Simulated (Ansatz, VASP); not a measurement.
# InAs: VASP beside Ansatz

```
CELL_PARAMETERS angstrom
0.00000 3.02654 3.02654
3.02654 0.00000 3.02654
3.02654 3.02654 0.00000
ATOMIC_POSITIONS crystal
In 0.00000 0.00000 0.00000
As 0.75000 0.75000 0.75000
```

Alike in both runs: functional PBEsol; k mesh 12 × 12 × 12; occupations fermi-dirac, width 0.15 eV; no spin polarisation.

Ansatz relaxed the structure, and its values are those at the end. VASP's run is a single point on that final structure, the one shown.

|  | VASP | Ansatz |
| --- | --- | --- |
| version | VASP 6.6.1 | Ansatz 0.2.0 |
| potentials or method | VASP PAW PBE potentials, release 64 (In_d, As) | scalar-relativistic, plane waves, PAW |
| plane-wave cutoff (eV) | 520 | 420 |
| valence electrons in the cell | 18 | 28 |

|  | VASP | Ansatz | Ansatz less VASP |
| --- | --- | --- | --- |
| gap on the k mesh at the Fermi level (eV) | none | none | - |
| pressure (GPa) | 1.1 | 1.0 | -0.09 |

A gap of «none» marks a metal or a gap that the smearing closes. The functional is the same, so the differences come from potentials, cutoffs and numerics. The two sets of potentials don't hold the same shells in valence.

Caveats: the PAW data sets were made with another functional, which shifts forces and pressure a little (VASP).
